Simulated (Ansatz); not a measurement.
**WS2: structure and electronic structure**

Aim: relax WS2, then solve it with and without frozen cores. Methods of the runs shown: PAW. Its runs: cell and atoms relaxed (PAW); the reference run (PAW); spin-orbit coupling on (PAW).

Program: Ansatz 0.2.0. Level of theory: DFT PBE, with the methods named in each step. These are calculated values, not measurements.

1 further run of the same task is left out (it didn't finish).

## (1) The structure to begin with

Symmetry: R3m, No. 160, trigonal system. Conventional cell: a = 3.158 Å, b = 3.158 Å, c = 18.490 Å, α = 90.00°, β = 90.00°, γ = 120.00°. W (site symmetry 3m) is surrounded by 6 S at 2.39 to 2.42 Å. Around S (site symmetry 3m) lie 3 W at 2.39 Å. S (site symmetry 3m) has 3 W at 2.42 Å as nearest neighbours.

Coordinates:

```
CELL_PARAMETERS angstrom
1.57900 0.91164 6.16333
-1.57900 0.91164 6.16333
0.00000 -1.82327 6.16333
ATOMIC_POSITIONS crystal
W 0.00000 0.00000 0.00000
S 0.24970 0.24970 0.24970
S 0.41900 0.41900 0.41900
```

Atoms are numbered in the order of the input: W1, S2, S3.

## (2) Cell and atoms relaxed, PAW

The input, input.yaml:

```yaml
crystal:
  lattice:
    - [1.579, 0.9116360751, 6.1633333333]
    - [-1.579, 0.9116360751, 6.1633333333]
    - [0.0, -1.8232721501, 6.1633333333]
  atoms:
    - { symbol: W, position: [0.0, 0.0, 0.0] }
    - { symbol: S, position: [0.2497, 0.2497, 0.2497] }
    - { symbol: S, position: [0.419, 0.419, 0.419] }
kpoints:
  mp_grid: { grid: [13, 13, 13] }
scf:
  occupations: { method: fermi_dirac, width: 0.05 }
hamiltonian:
  xc: pbe
  pseudopotentials: { kind: paw }
output:
  forces: true
  stress: true
  write_density: true
  write_potential: true
  elf: true
  volumetric_format: npy
relax:
  f_tol: 0.005
  max_steps: 50
  cell: {}
```

Launch:

```sh
> ansatz run input.yaml --threads 2 --pin off --max-ram 6144MiB --backend cpu --events-out ev --progress --plain --runs-dir out
```

After this run come: The relaxed cell, PAW; Spin-orbit coupling on, PAW.

What does the calculation give? Wanted: volume, relaxed; gap.

The runs gave:

```
             quantity                value
volume, relaxed (PAW)  21.874 Å³/atom, R3m
            gap (PAW)              1.73 eV
```

What this shows: Relaxing changes the volume by +23.3 %, to 21.87 Å³/atom. The gap is 1.73 eV on the k mesh. Spin-orbit coupling is left out of that run, though the cell holds W; it can shift such gaps by tenths of an eV. Spin-orbit coupling on: the gap goes from 1.73 to 1.53 eV.
